Layered boron nitride is an insulator made of flat sheets in which each boron atom has three nitrogen neighbours. How its band gap answers to a change of size shows what the gap is made of. The calculations below stretch and shrink one crystal uniformly, with a semilocal density functional. The ratio c/a of the cell's height to its base edge stays the same, so the B–N bond (shortest distance) and the distance between sheets grow in step.

GPAW 26.7.0, PBEsol with PAW data sets and plane waves up to 800 eV, for layered BN (P6₃/mmc, 4 atoms per cell), strained uniformly without relaxation. The density uses a 12 × 12 × 4 k mesh and Fermi–Dirac smearing of 0.05 eV, without spin polarisation, spin–orbit coupling or a dispersion correction. The path has 60 k points along Γ–M–K–Γ–A–L–H–A, L–M and K–H.

| volume (Å³/atom) | c/a | shortest distance (Å) | gap on path (eV) | direct gap on path (eV) |
| --- | --- | --- | --- | --- |
| 7.933 | 2.6562 | 1.385 | 4.239 | 4.776 |
| 8.439 | 2.6561 | 1.414 | 4.194 | 4.702 |
| 8.700 | 2.6561 | 1.428 | 4.169 | 4.663 |
| 8.967 | 2.6562 | 1.442 | 4.142 | 4.603 |
| 9.238 | 2.6562 | 1.457 | 4.113 | 4.532 |
| 9.515 | 2.6561 | 1.471 | 4.083 | 4.461 |
| 10.086 | 2.6561 | 1.500 | 4.017 | 4.321 |

"Gap on path" is the energy between the highest occupied and the lowest empty level found anywhere along a line of wave vectors. "Direct gap on path" requires both levels to have the same wave vector. Two rows serve as examples throughout: the tight cell, at 8.439 Å³/atom, and the wide cell, at 9.515 Å³/atom.

**1. Which gap is larger, and which one reacts more to stretching?**

The direct gap is larger in every row, so the material is an indirect insulator at all these volumes. If the attraction between the excited electron and the hole it leaves is ignored, light absorption without help from lattice vibrations therefore starts at a higher energy than the gap itself. In layered BN this attraction is strong and lowers the real onset.

Both gaps shrink each time the cell grows. From the tight to the wide cell the gap loses 0.11 eV and the direct gap 0.24 eV, about twice as much. Stretching thus brings the two closer together, though they remain well apart even in the largest cell.

**2. Why does a longer bond give a smaller gap?**

The states next to the gap are π states, built from the p orbitals that stand upright on the sheet. This is well established for layered BN. The occupied ones sit mostly on nitrogen, the empty ones mostly on boron. For a single sheet with hopping between neighbours only, the separation at a given wave vector is

$$E = \sqrt{\Delta^2 + 4t^2|f|^2}.$$

Here $\Delta$ is the energy difference between the boron and nitrogen orbitals, and $t$ is the strength of hopping along a bond. The factor $f$ adds up the three neighbours with their wave phases. It is zero at the corner of the Brillouin zone, where the three contributions cancel, and largest at the centre.

Both ingredients should weaken when the bond grows. The orbitals overlap less, which lowers $t$. The electrostatic part of $\Delta$ falls as well: an electron on nitrogen is held down by the positive borons around it, an electron on boron is pushed up by the negative nitrogens, and both effects fade with distance.

The weaker hopping can be seen in the computed levels. The energy from a low-lying π level (at the zone point A, where neighbouring sheets do not split it) up to the top of the occupied bands is a rough measure of how far hopping spreads the π band; coupling between sheets can still shift the upper end. It is 5.69 eV in the tight cell and 5.06 eV in the wide one. A bond longer by 4 % has cut this spread by about 11 %. The change in $\Delta$ can be read off more directly. At the zone corner H, $f$ is zero and neighbouring sheets do not split the levels, so the separation of the π levels there is $\Delta$ itself. It falls from 4.75 eV in the tight cell to 4.46 eV in the wide one, in the direction the electrostatic argument predicts.

**3. What do the neighbouring sheets do in the meantime?**

They are expected to work in the opposite direction. When π orbitals of adjacent sheets overlap, a level splits into a pair at most wave vectors. The upper member of an occupied pair moves up towards the gap, and the lower member of an empty pair moves down towards it. Coupling between sheets therefore tends to narrow the gap, and pulling the sheets apart tends to restore it.

This coupling also weakens along the series. At the zone centre the occupied π pair is split by 2.36 eV in the tight cell and by 2.02 eV in the wide cell. These values show that the coupling is strong and fading, but they are not its share in the gap, because the band edges lie at other wave vectors, where the splitting is different.

The computed gap is the balance of the two tendencies. Since it falls on expansion, the weakening inside the sheets outweighs the weakening between them. The table cannot say by how much, because bond length and sheet spacing never change separately.

**4. How large is the effect for a given strain?**

For small strains a gap changes in proportion to the relative change of volume. Adding up many small relative changes gives a logarithm, so the simplest model is

$$E_\mathrm{gap} = E_0 + a \ln(V/V_0),$$

where $V$ is the volume per atom, $V_0$ = 8.967 Å³/atom is the middle row, and $a$ is called the deformation potential. A least-squares line through all seven rows gives $a$ = −0.92 eV.

Take the step from the tight to the wide cell as an example. The logarithm of 9.515/8.439 is 0.120, and multiplying by −0.92 eV predicts a fall of 0.11 eV. The table gives 4.194 − 4.083 = 0.111 eV. Both rows were part of the fit and lie close to the two points where the straight line crosses the gently curved data, so this agreement flatters the model.

The line is weakest at the ends. It misses the largest cell by 0.010 eV, about 5 % of the gap's whole change over the series. The cause is a steady curvature: taken between neighbouring rows, the slope steepens from −0.73 eV at the small end to −1.13 eV at the large end. One possible reason is that the opposing effect of the sheets dies away as they separate, but this is a guess that would need cells with the spacing varied alone.

For everyday use, edges longer by 1 % lower the gap by roughly 0.03 eV. Near either end of the range, interpolate between neighbouring rows instead of using the line.

**5. Why does the gap not follow the bond strength?**

A common rule lets hopping between p orbitals fall with the inverse square of the bond length. If the whole gap came from hopping, it would follow the same rule. Starting from the middle row, the rule gives 3.98 eV for the wide cell, where the calculation gives 4.08 eV. Over the full series it predicts a fall about three times too large.

The formula in question 2 does not explain this by itself. The table does not show where the band edges lie, but in layered BN the top of the occupied bands is expected near the zone corner, and the bottom of the empty ones at the middle of a zone edge. At the first place $|f|$ is close to 0 and at the second it is 1, against 3 at the centre. Hopping therefore counts for much less than at the centre, and $\Delta$ makes up a large part of the gap. Yet $\Delta$ is far from rigid. From the tight to the wide cell it falls by 6 %, not far short of the 8 % that the inverse-square rule would give, while the gap loses less than 3 %. In eV, $\Delta$ loses more than twice as much as the gap.

Something that the formula leaves out must therefore slow the fall. The gap is also smaller than $\Delta$ in both cells, which the formula does not allow. The likely reason for both is the coupling between sheets: it narrows the gap, but less and less as the sheets move apart. Hopping to more distant neighbours may contribute, and no row separates the two.

Exchanging the elements shows what $\Delta$ does for the gap. With carbon on both sites $\Delta$ vanishes, and the single sheet becomes graphene, which has no gap at the zone corner however strong its bonds are. To guess how the gap of a similar layered crystal responds to strain, it is not enough to know how much of it comes from $\Delta$ and how much from hopping. Ask also how $\Delta$ itself changes with the bond length, and what the neighbouring sheets do.

**6. Why does the direct gap bend suddenly?**

From the middle row upwards the direct gap follows a straight line in $\ln V$ very closely, with a slope of −2.40 eV from a least-squares fit to those four rows. In the smaller cells the slope is only about half as steep. Extended to the tight cell, the line gives 4.75 eV, while the computed value is 4.70 eV. The other two compressed rows also lie below the line, and the smallest cell lies furthest below it.

This is how a lowest value behaves when two candidates compete. The direct gap is the smallest vertical separation among many wave vectors, and each separation changes smoothly with volume. When one candidate overtakes another, the smallest value can only bend downwards, as it does here. The likely reading is that the direct gap moves to another wave vector or another pair of bands between 8.700 and 8.967 Å³/atom. The regular mesh of wave vectors used for the electron density gives the same direct gap as the path, to the last digit of the table, in all seven cells. Both candidates therefore very probably sit at wave vectors that mesh and path share. In the larger cells the candidate is evidently the zone corner H: the separation there, 4.46 eV in the wide cell and 4.32 eV in the largest, matches the direct gap. In the tight cell H has 4.75 eV, more than the direct gap of 4.70 eV, so another candidate has taken over. Which one that is has not been identified here.

In practice, use one slope on each side of the bend and do not draw a single smooth curve through all the points. To find the second candidate, list the wave vector of the smallest vertical separation in each cell.

**7. What would change if a real sample were squeezed?**

Probably even the sign of the effect. To keep its shape, the smallest cell needs a stress of 58 GPa within the sheets but only 1.5 GPa across them. An ordinary pressure acts equally in all directions, and a layered crystal gives way mainly where it is soft, between the sheets.

The bonds would then hardly shorten while the sheets moved closer. By the argument of question 3, the stronger coupling should narrow the gap, whereas uniform shrinking widens it. No row tests this case.

The deformation potential found here should therefore not be converted into a pressure coefficient. For that purpose, let the cell shape relax at each pressure. Use a method that includes dispersion, the weak attraction that holds the sheets together and that this functional largely lacks.

**8. Which digits can be trusted?**

That depends on whether you want the gap or its change. Functionals of this kind underestimate gaps, and experiment puts layered BN at roughly 6 eV, a recalled round figure. The absolute values near 4 eV are thus too low by far more than any strain effect in the table. Adjusting the lattice constant is no way to repair them.

Changes between rows are more reliable, but they depend on which wave vectors were sampled. On the regular mesh used for the electron density, the gap falls by 0.24 eV over the whole series. Along the path it falls by 0.22 eV. The mesh gap is the larger one in every cell, so the mesh misses at least one band edge, and the path may miss a little as well.

The fall with expansion is therefore secure within this level of theory, while the second digit of the deformation potential is not. For a model cell that keeps this shape, the change found here, rounded to a few hundredths of an eV, can be added to a gap from a better method as a first estimate. A real film strained in its plane changes its c/a and needs a calculation of its own.
